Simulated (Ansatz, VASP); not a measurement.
**Pt in VASP and in Ansatz**

INCAR

```
SYSTEM = Pt
PREC = Accurate
ENCUT = 520
EDIFF = 1E-7
ISMEAR = 0
SIGMA = 0.15
LREAL = .FALSE.
LASPH = .TRUE.
NELM = 60
ALGO = Normal
ISIF = 2
LWAVE = .FALSE.
LCHARG = .FALSE.
GGA = CA
NBANDS = 11
```

The input KPOINTS:

```
Automatic mesh
0
G
  20 20 20
  0 0 0
```

The input POSCAR:

```
Pt
1.0
   -0.1946767288      1.7910259053      1.7910259053
    1.7910259053     -0.1946767288      1.7910259053
    1.7910259053      1.7910259053     -0.1946767288
Pt
1
Direct
    0.0000000000      0.0000000000      0.0000000000
```

Input for Ansatz:

```yaml
crystal:
  lattice:
    - [-0.1946767288, 1.7910259053, 1.7910259053]
    - [1.7910259053, -0.1946767288, 1.7910259053]
    - [1.7910259053, 1.7910259053, -0.1946767288]
  atoms:
    - { symbol: Pt, position: [0.0, 0.0, 0.0] }
basis:
  ecutwfc: 420
kpoints:
  mp_grid: { grid: [20, 20, 20] }
hamiltonian:
  xc: lda
  pseudopotentials: { kind: paw, azcp: { folder: soft_1 } }
scf:
  occupations: { method: gaussian, width: 0.15 }
output:
  forces: true
  stress: true
  eigenvalues: true
```

Change from the starting cell: equal engineering shear yz, xz and xy -0.1000, equal normal strain along x, y and z -0.0300.

Alike in both runs: task single point; functional LDA; k mesh 20 × 20 × 20; occupations gaussian, width 0.15 eV; no spin polarisation.

|  | VASP | Ansatz |
| --- | --- | --- |
| version | VASP 6.6.1 | Ansatz 0.2.0 |
| potentials or method | VASP PAW LDA potentials, release 64 (Pt) | scalar-relativistic, plane waves, PAW |
| plane-wave cutoff (eV) | 520 | 420 |
| valence electrons in the cell | 10 | 18 |

|  | VASP | Ansatz | Ansatz less VASP |
| --- | --- | --- | --- |
| gap on the k mesh at the Fermi level (eV) | none | none | - |
| pressure (GPa) | 51.4 | 50.1 | -1.34 |
| largest component of the traceless stress (GPa) | 16.19 | 16.02 | -0.175 |

A gap of «none» marks a metal or a gap that the smearing closes. The two sets of potentials don't hold the same shells in valence. Ansatz warned: «pseudo_functional_mismatch».

Caveats: so large a pressure means that the cell lies far from this level's equilibrium, or that cutoff or potentials fall short (VASP). Spin-orbit coupling is left out, which matters for the levels of Pt.
